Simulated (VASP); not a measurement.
# Ge (I4_1/amd) in VASP: phonons with r2SCAN

Aim: the phonons of Ge with r2SCAN.

All numbers are computed with VASP 6.6.1; they aren't measurements. Logs are shortened: lines on timing, memory, paths and dates and some standing lists are left out, and cuts for length are marked.

## 1. The crystal as given

Symmetry: I4_1/amd, No. 141, tetragonal system. The conventional cell has a = 3.979 Å, b = 3.979 Å, c = 5.771 Å, α = 90.00°, β = 90.00°, γ = 90.00°. Ge (site symmetry -4m2) is surrounded by 4 Ge at 2.46 Å.

## 2. Phonons, r2SCAN

Contents of POSCAR:

```
Ge
1.0
    0.0000000000      2.8135536600      2.8855800000
    2.8135536600      0.0000000000      2.8855800000
    2.8135536600      2.8135536600      0.0000000000
Ge
2
Direct
    0.0000000000      0.0000000000      0.0000000000
    0.2500000000      0.2500000000      0.2500000000
```

Contents of INCAR.step1:

```
SYSTEM = Ge
PREC = Accurate
ENCUT = 600
EDIFF = 1E-8
ISMEAR = 0
SIGMA = 0.01
LREAL = .FALSE.
LASPH = .TRUE.
NELM = 60
ALGO = Normal
ISIF = 3
LWAVE = .FALSE.
LCHARG = .FALSE.
METAGGA = R2SCAN
LMIXTAU = .TRUE.
IBRION = 2
NSW = 40
EDIFFG = -0.002
```

Contents of INCAR.step2:

```
SYSTEM = Ge
PREC = Accurate
ENCUT = 600
EDIFF = 1E-8
ISMEAR = 0
SIGMA = 0.01
LREAL = .FALSE.
LASPH = .TRUE.
NELM = 60
ALGO = Normal
ISIF = 2
LWAVE = .FALSE.
LCHARG = .FALSE.
METAGGA = R2SCAN
LMIXTAU = .TRUE.
IBRION = 6
NFREE = 2
POTIM = 0.015
NSW = 1
```

Contents of KPOINTS:

```
Automatic mesh
0
G
  8 8 8
  0 0 0
```

Potentials or basis: VASP PAW PBE potentials, release 64 (Ge_d).

The run is started by

```bash
$ cat potpaw_PBE.64/Ge_d/POTCAR > POTCAR
$ cp INCAR.step1 INCAR
$ mpirun -np 1 vasp_std > vasp.out
$ cp CONTCAR POSCAR
$ cp INCAR.step2 INCAR
$ mpirun -np 1 vasp_std > vasp.out
```

OUTCAR:

```text
SYSTEM = Ge
   PREC = Accurate
   ENCUT = 600
   EDIFF = 1E-8
   ISMEAR = 0
   LREAL = .FALSE.
   LASPH = .TRUE.
   NELM = 60
   ISIF = 2
   METAGGA = R2SCAN
   IBRION = 6
   NFREE = 2
   POTIM = 0.015
   NSW = 1

 ion  position               nearest neighbor table
   1  0.000  0.000  0.000-   2 2.46   2 2.46   2 2.46   2 2.46
   2  0.250  0.250  0.250-   1 2.46   1 2.46   1 2.46   1 2.46

  LATTYP: Found a body centered tetragonal cell.
 ALAT       =     4.0141064855
 C/A-ratio  =     1.4138367260

  Lattice vectors:

 A1 = (   0.0000000000,  -2.8384019163,  -2.8376455856)
 A2 = (   0.0000000000,   2.8384019163,  -2.8376455856)
 A3 = (   2.8384019163,   0.0000000000,   2.8376455856)

Analysis of symmetry for initial positions (statically):
=====================================================================
 Subroutine PRICEL returns:
 Original cell was already a primitive cell.

 Routine SETGRP: Setting up the symmetry group for a
 body centered tetragonal supercell.

 Subroutine GETGRP returns: Found 16 space group operations
 (whereof  8 operations were pure point group operations)
 out of a pool of 16 trial point group operations.

The static configuration has the point symmetry D_2d.
 The point group associated with its full space group is D_4h.

Analysis of symmetry for dynamics (positions and initial velocities):
=====================================================================
 Subroutine PRICEL returns:
 Original cell was already a primitive cell.

 Routine SETGRP: Setting up the symmetry group for a
 body centered tetragonal supercell.

 Subroutine GETGRP returns: Found 16 space group operations
 (whereof  8 operations were pure point group operations)
 out of a pool of 16 trial point group operations.

The dynamic configuration has the point symmetry D_2d.
 The point group associated with its full space group is D_4h.

 Subroutine INISYM returns: Found 16 space group operations
 (whereof  8 operations are pure point group operations),
 and found     1 'primitive' translations

----------------------------------------------------------------------------------------

                                     Primitive cell

  volume of cell :      45.7231

  direct lattice vectors                    reciprocal lattice vectors
     0.000000000  2.838401916  2.837645586    -0.176155462  0.176155462  0.176202413
     2.838401916  0.000000000  2.837645586     0.176155462 -0.176155462  0.176202413
     2.838401916  2.838401916  0.000000000     0.176155462  0.176155462 -0.176202413

  length of vectors
     4.013571715  4.013571715  4.014106486     0.305137320  0.305137320  0.305137320

  position of ions in fractional coordinates (direct lattice)
     0.000000000  0.000000000  0.000000000
     0.250000000  0.250000000  0.250000000

  ion indices of the primitive-cell ions
   primitive index   ion index
                 1           1
                 2           2

----------------------------------------------------------------------------------------

 KPOINTS: Automatic mesh

Automatic generation of k-mesh.
 Grid dimensions read from file:
 generate k-points for:    8    8    8

 Generating k-lattice:

  Cartesian coordinates                     Fractional coordinates (reciprocal lattice)
    -0.022019433  0.022019433  0.022025302     0.125000000  0.000000000  0.000000000
     0.022019433 -0.022019433  0.022025302     0.000000000  0.125000000  0.000000000
[... 58 lines left out ...]
   EDIFF  = 0.1E-07   stopping-criterion for ELM
   LREAL  =      F    real-space projection
   EDIFFG = 0.1E-06   stopping-criterion for IOM
   NSW    =     61    number of steps for IOM
   IBRION =      6    ionic relax: 0-MD 1-quasi-New 2-CG
   NFREE  =      2    steps in history (QN), initial steepest desc. (CG)
   ISIF   =      2    stress and relaxation
   ISYM   =      2    0-nonsym 1-usesym 2-fastsym
   POTIM  = 0.0150    time-step for ionic-motion
   TEBEG  =    0.0;   TEEND  =   0.0 temperature during run
   PSTRESS=    0.0 pullay stress
   NELECT =      28.0000    total number of electrons
   NUPDOWN=      -1.0000    fix difference up-down
   EMIN   =  10.00;   EMAX   =-10.00  energy-range for DOS
   EFERMI =   0.00;   METHOD = LEGACY
   ISMEAR =     0;   SIGMA  =   0.01  broadening in eV -4-tet -1-fermi 0-gaus
   EFERMI_NEDOS =   21; number of points for ismear=-14 and -15
   IALGO  =     38    algorithm
   IMIX   =      4    mixing-type and parameters
     AMIX     =   0.40;   BMIX     =  1.00
     AMIX_MAG =   1.60;   BMIX_MAG =  1.00
  volume/ion in A,a.u.               =      22.86       154.28
  Fermi-wavevector in a.u.,A,eV,Ry     =   1.390216  2.627127 26.295977  1.932700
  Thomas-Fermi vector in A             =   2.514172
   LORBIT       =      0    0 simple, 1 ext, 2 COOP (PROOUT), +10 PAW based schemes
   METAGGA = R2SCAN    functional components
   LHFCALC =     F    Hartree Fock is set to
   AEXX    =    0.0000 exact exchange contribution
   IVDW    =     0    specifies the selected vdW correction
   LEPSILON=     F    determine dielectric tensor
   LRPA    =     F    only Hartree local field effects (RPA)
 finite differences with symmetry
 non-spin polarized calculation
 Gauss-broadening in eV      SIGMA  =   0.01
  energy-cutoff  :      600.00
  volume of cell :       45.72
 maximum number of plane-waves:      1540
   NGX = 17   NGY = 17   NGZ = 17

--------------------------------------- Ionic step        1  -------------------------------------------

 number of electron      28.0000020 magnetization

 Free energy of the ion-electron system (eV)
  ---------------------------------------------------
  ext. energy  EPLUGINS =         0.00000000
  ---------------------------------------------------
  free energy    TOTEN  =       -27.73737156 eV

  energy without entropy =      -27.73737156  energy(sigma->0) =      -27.73737156

------------------------ aborting loop because EDIFF is reached ----------------------------------------

  FORCE on cell =-STRESS in cart. coord.  units (eV):
  Direction    XX          YY          ZZ          XY          YZ          ZX
  --------------------------------------------------------------------------------------
  -------------------------------------------------------------------------------------
  Total       -0.0022467     -0.0022467      0.0041187      0.0000000      0.0000000     -0.0000000
  in kB       -0.0787257     -0.0787257      0.1443237      0.0000000      0.0000000     -0.0000000
  external PRESSURE =      -0.0043759 kB  Pullay stress =       0.0000000 kB
[... 131 lines left out ...]
--------------------------------------- Ionic step        5  -------------------------------------------

 number of electron      28.0000016 magnetization

 Free energy of the ion-electron system (eV)
  ---------------------------------------------------
  ext. energy  EPLUGINS =         0.00000000
  ---------------------------------------------------
  free energy    TOTEN  =       -27.73604925 eV

  energy without entropy =      -27.73604925  energy(sigma->0) =      -27.73604925

 E-fermi :   4.9354     XC(G=0): -10.7674

 val. band max:        4.7797558474   @ k =   0.0000   0.0000   0.0000
 cond. band min:       5.0173741740   @ k =   0.0000   0.0000   0.0000
 fundamental gap:      0.2376183266
 Fermi energy:         4.9353896093

 k-point     1 :       0.0000    0.0000    0.0000
  band No.  band energies     occupation
      1     -20.7777      2.00000
      2     -20.7745      2.00000
      3     -20.7708      2.00000
      4     -20.7357      2.00000
      5     -20.7356      2.00000
      6     -20.5252      2.00000
[... 481 lines left out ...]
      5     -20.6775      2.00000
      6     -20.5862      2.00000
[... 10 lines left out ...]
     17       9.7661      0.00000
     18      10.7313      0.00000

 [... further k-points ...]

------------------------ aborting loop because EDIFF is reached ----------------------------------------

  FORCE on cell =-STRESS in cart. coord.  units (eV):
  Direction    XX          YY          ZZ          XY          YZ          ZX
  --------------------------------------------------------------------------------------
  -------------------------------------------------------------------------------------
  Total        0.0003627      0.0003627      0.0017802     -0.1245842      0.0000000      0.0000000
  in kB        0.0127081      0.0127081      0.0623789     -4.3655372      0.0000000      0.0000000
  external PRESSURE =       0.0292650 kB  Pullay stress =       0.0000000 kB
[... 17 lines left out ...]
  FREE ENERGIE OF THE ION-ELECTRON SYSTEM (eV)
  ---------------------------------------------------
  free  energy   TOTEN  =       -27.7360492460 eV

  energy  without entropy=      -27.7360492460  energy(sigma->0) =      -27.73604925

 INTERNAL STRAIN TENSORS FROM DISPLACED ATOMS
 ============================================

 INTERNAL STRAIN TENSOR FOR ION    1 for displacements in x,y,z  (eV/Angst):
          X           Y           Z          XY          YZ          ZX
  --------------------------------------------------------------------------------
  x     0.00000     0.00000     0.00000     0.00000     8.28033     0.00000
  y     0.00000     0.00000     0.00000     0.00000     0.00000     8.28026
  z     0.00000     0.00000     0.00000     8.28635     0.00000     0.00000

 INTERNAL STRAIN TENSOR FOR ION    2 for displacements in x,y,z  (eV/Angst):
          X           Y           Z          XY          YZ          ZX
  --------------------------------------------------------------------------------
  x     0.00000     0.00000     0.00000     0.00000    -8.28033     0.00000
  y     0.00000     0.00000     0.00000     0.00000     0.00000    -8.28026
  z     0.00000     0.00000     0.00000    -8.28635     0.00000     0.00000

 Eigenvectors and eigenvalues of the dynamical matrix
 ----------------------------------------------------

   1 f  =    8.899477 THz    55.917064 2PiTHz  296.854604 cm-1    36.805263 meV
             X         Y         Z           dx          dy          dz
      0.000000  0.000000  0.000000     0.000000   -0.707107    0.000000
      1.419201  1.419201  1.418823     0.000000    0.707107    0.000000
[... 21 lines left out ...]
   6 f  =    0.000000 THz     0.000000 2PiTHz    0.000000 cm-1     0.000000 meV
             X         Y         Z           dx          dy          dz
      0.000000  0.000000  0.000000     0.000000    0.000000    0.707107
      1.419201  1.419201  1.418823     0.000000    0.000000    0.707107

 ELASTIC MODULI CONTR FROM IONIC RELAXATION (kBar)
 Direction    XX          YY          ZZ          XY          YZ          ZX
 --------------------------------------------------------------------------------
 XX           0.0000      0.0000      0.0000      0.0000      0.0000      0.0000
 YY           0.0000      0.0000      0.0000      0.0000      0.0000      0.0000
 ZZ           0.0000      0.0000      0.0000      0.0000      0.0000      0.0000
 XY           0.0000      0.0000      0.0000   -204.5928      0.0000      0.0000
 YZ           0.0000      0.0000      0.0000      0.0000   -204.2095     -0.0000
 ZX           0.0000      0.0000      0.0000     -0.0000     -0.0000   -204.2062
 --------------------------------------------------------------------------------
```

It took 1.5 h on 1 thread of AMD EPYC 7R43 (Zen 3), shared host; peak memory 0.29 GiB.

Results:

| Quantity | Value |
| --- | --- |
| Relaxed volume | 22.86 Å³/atom |
| Relaxed cell | a = 4.014 Å, b = 4.014 Å, c = 4.014 Å, α = 60.00°, β = 60.00°, γ = 60.01° |
| Space group after relaxing (to 0.05 Å) | Fd-3m (No. 227) |
| Highest phonon frequency at Γ | 297 cm⁻¹ |

Step by step:
```
step  energy change (eV)  largest force (eV/Å)  pressure (GPa)  volume (Å³)
   1              0.0000                0.0000            0.05        45.68
   2             -0.0044                0.0000           -0.02        45.73
   3             -0.0052                0.0000           -0.05        45.76
   4             -0.0052                0.0000           -0.05        45.76
   5             -0.0052                0.0000            0.04        45.70
   6             -0.0052                0.0000            0.02        45.71
   7             -0.0052                0.0000            0.00        45.72
```

Final structure:
```yaml
crystal:
  lattice:
    - [0.00000, 2.83840, 2.83765]
    - [2.83840, 0.00000, 2.83765]
    - [2.83840, 2.83840, 0.00000]
  atoms:
    - { symbol: Ge, position: [0.00000, 0.00000, 0.00000] }
    - { symbol: Ge, position: [0.25000, 0.25000, 0.25000] }
```

Phonon frequencies in cm⁻¹ (negative: imaginary):
| q point | frequencies |
| --- | --- |
| (0.000, 0.000, 0.000) | 0 0 0 297 297 297 |

Caveat: the PAW data sets were made with another functional, which shifts forces and pressure a little.
